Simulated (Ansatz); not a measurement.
Crystal: CoO.

```
CELL_PARAMETERS angstrom
1.50547 0.86918 2.43993
-1.50547 0.86918 2.43993
0.00000 -1.73837 2.43993
ATOMIC_POSITIONS crystal
Co 0.00000 0.00000 0.00000
O 0.50000 0.50000 0.50000
```

The cell is a database's computed one.

Base run:

* Program: Ansatz 0.2.0
* Functional: r2SCAN
* Potentials or basis: Ansatz PAW
* Cutoff: 500 eV
* Density cutoff: 2000 eV
* k mesh: 11 × 11 × 11
* Occupations: fermi-dirac, width 0.05 eV
* Spin: collinear spin, ferromagnetic start
* Starting moments: [2.0, 0.0] μB
* Hubbard terms: Co d U = 2 eV

Its results: band gap on the k mesh 1.66 eV, indirect (least direct gap 2.57 eV); pressure 3.6 GPa; net moment 3.00 μB per cell; site moments Co +2.63; O +0.23 μB.

Problem. The run is repeated on the same cell with these changes: hubbard terms from Co d U = 2 eV to Co d U = 4 eV. What comes out?

Solution. Band gap on the k mesh 2.15 eV, indirect (least direct gap 3.68 eV); pressure 6.3 GPa; net moment 3.00 μB per cell; site moments Co +2.66; O +0.19 μB.

Caveats: the magnetic or orbital state may not be the lowest; odd divisions of the mesh miss points on the zone boundary, where band edges often lie, so the gap on the mesh can be too wide; a cell with one magnetic atom can't hold antiferromagnetic order, which such compounds often take; the PAW data sets come from PBE, with cores solved anew for the run's functional, which leaves a small shift of forces and pressure.

A k mesh can miss the band edges.

Not every run made on this cell is shown here.
